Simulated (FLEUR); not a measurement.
The system is CoO.

```
Co O
1.0
     3.19765    0.00000    0.00000
    -1.59882    2.76924    0.00000
     0.00000    0.00000    5.22871
Co O
2 2
Direct
  0.33333 0.66667 0.50336
  0.00000 0.00000 0.00347
  0.33333 0.66667 0.87156
  0.00000 0.00000 0.37161
```

Measurements of this composition are mostly on another form, of space group No. 225.

Base run:

| Quantity | Value |
| --- | --- |
| Program | FLEUR MaX-R8.1 (later development tree) |
| Functional | PBEsol |
| Potentials or basis | all-electron |
| Basis | FLAPW |
| Kmax | 5.19 1/bohr |
| k mesh | 8 × 8 × 4 |
| Occupations | fermi-dirac, width 0.05 eV |
| Spin | collinear spin, ferromagnetic start |
| Starting moments | [2.0, 2.0, 0.0, 0.0] μB |
| Hubbard terms | Co d U = 4 eV |

Its results: band gap on the k mesh 0.42 eV, direct; net moment 6.00 μB per cell; site moments Co +2.59; O +0.18 μB.

The run is repeated on the same cell with these changes: hubbard terms from Co d U = 4 eV to Co d U = 2 eV. What comes out?

Band gap on the k mesh 0.17 eV, direct; net moment 6.00 μB per cell; site moments Co +2.53; O +0.24 μB.

A k mesh can miss the band edges.

Not every run made on this cell is shown here.
